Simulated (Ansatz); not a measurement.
What a change of settings does: Au (hcp type)

First run: DFT, PBE, PAW with Ansatz's default frozen-core files, scalar-relativistic (Ansatz 0.2.0).

Command: `ansatz run input.yaml --threads 1 --pin off --max-ram 2048MiB --backend cpu --events-out ev --progress --plain --runs-dir out` It took 6.7 s on 1 thread of Arm Neoverse V1, on a shared host, peak memory 0.35 GiB.

```yaml
crystal:
  lattice:
    - [2.8670389419, 0.0, 0.0]
    - [-1.4335194709, 2.4829285573, 0.0]
    - [0.0, 0.0, 4.8029116144]
  atoms:
    - { symbol: Au, position: [0.3333333333, 0.6666666667, 0.25] }
    - { symbol: Au, position: [0.6666666667, 0.3333333333, 0.75] }
kpoints:
  mp_grid: { grid: [15, 15, 8] }
scf:
  occupations: { method: fermi_dirac, width: 0.08 }
hamiltonian:
  xc: pbe
  pseudopotentials: { kind: paw }
output:
  forces: true
  stress: true
  eigenvalues: true
  populations: true
  write_density: true
  write_potential: true
  elf: true
  volumetric_format: npy
```

The cell comes from a relaxation on PAW files under the same functional, begun from a prototype that needn't be the stable phase.

This run: volume at 0.95 of the series' base cell.

It converges in 6 SCF iterations at a pressure of 8.26 GPa, cutoff 420 eV.

A second input differs as follows:

```diff
   occupations: { method: fermi_dirac, width: 0.08 }
+  max_iter: 60
 hamiltonian:
-  xc: pbe
+  xc: gga
   pseudopotentials: { kind: paw }
   populations: true
-  write_density: true
-  write_potential: true
-  elf: true
-  volumetric_format: npy
```

Problem. What is wrong with it, and what does the program do?

Solution. The change was made to test an unknown functional. The run is refused before any iteration. The log ends:
```
Error: YAML parse error: error: line 15 column 7: hamiltonian.xc: unknown variant `gga`, expected one of `lda`, `lda-pw`, `pw92`, `pbe`, `pbesol`, `rpbe`, `revpbe`, `blyp`, `pbe0`, `revpbe0`, `b3lyp`, `b3lyp5`, `hse06`, `wpbeh`, `hiss`, `lc_wpbe`, `cam_b3lyp`, `hf`, `r2scan`, `r2scanh`, `r2scan0`, `r2scan50`, `mr2scan`
  --> <input>:15:7
   |
13 |   max_iter: 60
14 | hamiltonian:
15 |   xc: gga
   |       ^ hamiltonian.xc: unknown variant `gga`, expected one of `lda`, `lda-pw`, `pw92`, `pbe`, `pbesol`, `rpbe`, `revpbe`, `blyp`, `pbe0`, `revpbe0`, `b3lyp`, `b3lyp5`, `hse06`, `wpbeh`, `hiss`, `lc_wpbe`, `cam_b3lyp`, `hf`, `r2scan`, `r2scanh`, `r2scan0`, `r2scan50`, `mr2scan`
16 |   pseudopotentials: { kind: paw }
17 | output:
   |
```
